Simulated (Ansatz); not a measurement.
Relaxed (001) slab cut from Cu (space group P6_3/mmc (No. 194)); the slab's formula is Cu, its outer planes Cu (top) and Cu (bottom):

```xyz
7
Lattice="2.5680 0.0000 0.0000 -1.2840 2.2240 0.0000 0.0000 0.0000 27.5806" Properties=species:S:1:pos:R:3 pbc="T T T"
Cu    1.2840    0.7413    7.4993
Cu    0.0000    1.4826    9.5793
Cu    1.2840    0.7413   11.6829
Cu    0.0000    1.4826   13.7903
Cu    1.2840    0.7413   15.8977
Cu    0.0000    1.4826   18.0013
Cu    1.2840    0.7413   20.0813
```

Theory: DFT PBE, scalar-relativistic, plane waves, PAW (Ansatz). Settings: cutoff 420 eV, Γ-centred mesh 15×15×1 on the computed 7-atom cell, Gaussian smearing of 0.10 eV; no spin polarisation. The cell repeats along c with a dipole correction in the vacuum.

The potential is the smooth part; its values at the atoms depend on the PAW datasets.

(1) How does the plane-averaged electrostatic potential energy of an electron run along c, counted from the Fermi level?

Answers

(1)
| z (Å) | V (eV) |
| --- | --- |
| 2.59 | 4.78 |
| 2.87 | 4.78 |
| 3.16 | 4.77 |
| 3.45 | 4.77 |
| 3.73 | 4.77 |
| 4.02 | 4.77 |
| 4.31 | 4.76 |
| 4.60 | 4.75 |
| 4.88 | 4.72 |
| 5.17 | 4.66 |
| 5.46 | 4.55 |
| 5.75 | 4.30 |
| 6.03 | 3.79 |
| 6.32 | 2.72 |
| 6.61 | 0.30 |
| 6.90 | -6.24 |
| 7.18 | -13.88 |
| 7.47 | -17.08 |
| 7.76 | -14.95 |
| 8.04 | -8.04 |
| 8.33 | -1.34 |
| 8.62 | -0.23 |
| 8.91 | -4.73 |
| 9.19 | -12.56 |
| 9.48 | -16.99 |
| 9.77 | -16.14 |
| 10.06 | -10.16 |
| 10.34 | -2.59 |
| 10.63 | 0.07 |
| 10.92 | -2.58 |
| 11.20 | -10.16 |
| 11.49 | -16.19 |
| 11.78 | -17.06 |
| 12.07 | -12.63 |
| 12.35 | -4.75 |
| 12.64 | -0.15 |
| 12.93 | -0.98 |
| 13.22 | -7.37 |
| 13.50 | -14.64 |
| 13.79 | -17.30 |
| 14.08 | -14.64 |
| 14.36 | -7.37 |
| 14.65 | -0.98 |
| 14.94 | -0.15 |
| 15.23 | -4.75 |
| 15.51 | -12.63 |
| 15.80 | -17.06 |
| 16.09 | -16.19 |
| 16.38 | -10.16 |
| 16.66 | -2.58 |
| 16.95 | 0.07 |
| 17.24 | -2.59 |
| 17.53 | -10.16 |
| 17.81 | -16.14 |
| 18.10 | -16.99 |
| 18.39 | -12.56 |
| 18.67 | -4.73 |
| 18.96 | -0.23 |
| 19.25 | -1.34 |
| 19.54 | -8.04 |
| 19.82 | -14.95 |
| 20.11 | -17.08 |
| 20.40 | -13.88 |
| 20.69 | -6.24 |
| 20.97 | 0.30 |
| 21.26 | 2.72 |
| 21.55 | 3.79 |
| 21.83 | 4.30 |
| 22.12 | 4.55 |
| 22.41 | 4.66 |
| 22.70 | 4.72 |
| 22.98 | 4.75 |
| 23.27 | 4.76 |
| 23.56 | 4.77 |
| 23.85 | 4.77 |
| 24.13 | 4.77 |
| 24.42 | 4.77 |
| 24.71 | 4.78 |
| 24.99 | 4.78 |

The vacuum level lies 4.78 eV above the Fermi level.

The reference crystal is a form of Cu, which isn't its usual structure.

Cost: 1 run of about 2.4 core-minutes, on Oxide Virtual Turin-like Processor (Zen 5) (shared hosts).